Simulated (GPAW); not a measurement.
Runs of GPAW 26.7.0 on Ga. Symmetry: C2/c, No. 15, monoclinic system. The conventional cell has a = 2.766 Å, b = 8.053 Å, c = 3.332 Å, α = 90.00°, β = 92.02°, γ = 90.00°. Ga (site symmetry 2) has 8 Ga at 2.69 to 2.92 Å as nearest neighbours. This isn't the form of Ga at room conditions, which is orthorhombic.

| task | level | potentials or basis | cell | k mesh | optimizer | fmax | max steps | convergence | fermi k mesh | gap on the mesh (eV) | pressure (GPa) | V0 of scaled cells (Å³/atom) | relaxed volume (Å³/atom) | B0 (GPa) | largest force (eV/Å) |
| --- | --- | --- | --- | --- | --- | --- | --- | --- | --- | --- | --- | --- | --- | --- | --- |
| relaxation of cell and atoms | PBEsol+D4 | PAW data sets generated in the run's folder for this functional, pw | relaxed | 7 × 7 × 6 | BFGS | 0.02 eV/Å | 60 | density=1e-05 forces=0.0001 | - | none | 0.1 | - | (b) | - | - |
| equation of state | PBEsol | PAW data sets generated in the run's folder for this functional, pw | as given | 10 × 10 × 8 | - | - | - | - | - | - | - | 18.10 | - | 65 | - |
| equation of state | LDA | the program's PAW data sets (release 1.2.1) made for this functional, pw | as given | 8 × 8 × 7 | - | - | - | - | - | - | - | 17.56 | - | 63 | - |
| equation of state | PBEsol | PAW data sets generated in the run's folder for this functional, pw | as given | 8 × 8 × 7 | - | - | - | - | - | - | - | 18.18 | - | (a) | - |
| single point | PBEsol | PAW data sets generated in the run's folder for this functional, pw | as given | 10 × 10 × 8 | - | - | - | - | - | none | -1.5 | - | - | - | 0.21 |
| relaxation of cell and atoms | PBEsol | PAW data sets generated in the run's folder for this functional, pw | relaxed | 7 × 7 × 6 | BFGS | 0.02 eV/Å | 60 | density=1e-05 forces=0.0001 | - | none | -0.1 | - | 18.27 | - | 0.01 |
| relaxation of cell and atoms | PBEsol+D3(BJ) | PAW data sets generated in the run's folder for this functional, pw | relaxed | 7 × 7 × 6 | BFGS | 0.02 eV/Å | 60 | density=1e-05 forces=0.0001 | - | none | 0.0 | - | 17.46 | - | 0.01 |
| Fermi surface | SCAN | GPAW PAW data sets (gpaw-data 1.2.1), pw | as given | 10 × 10 × 8 | - | - | - | - | 16 × 16 × 12 | none | -2.1 | - | - | - | (c) |

Alike in all rows: no spin polarisation; cutoff (eV) 600; smearing fermi-dirac 0.05 eV.

Q: Estimate the missing entries.

A: (a) 58; (b) 17.56; (c) 0.25.

Caveats: later steps reuse the first step's grids (some runs); the cell was scaled at fixed shape and fractional positions, which overstates the stiffness of a crystal with free parameters, most of all of layers and chains (some runs); pairwise dispersion overbinds metals, which lowers pressure and volume (some runs); the PAW data sets were made with another functional, which shifts forces and pressure a little (some runs).

A k mesh can miss the band edges, and the runs leave out spin-orbit coupling on Ga.

A gap of «none» marks a metal or a gap under the smearing width.

Not every run made on this cell is shown here.
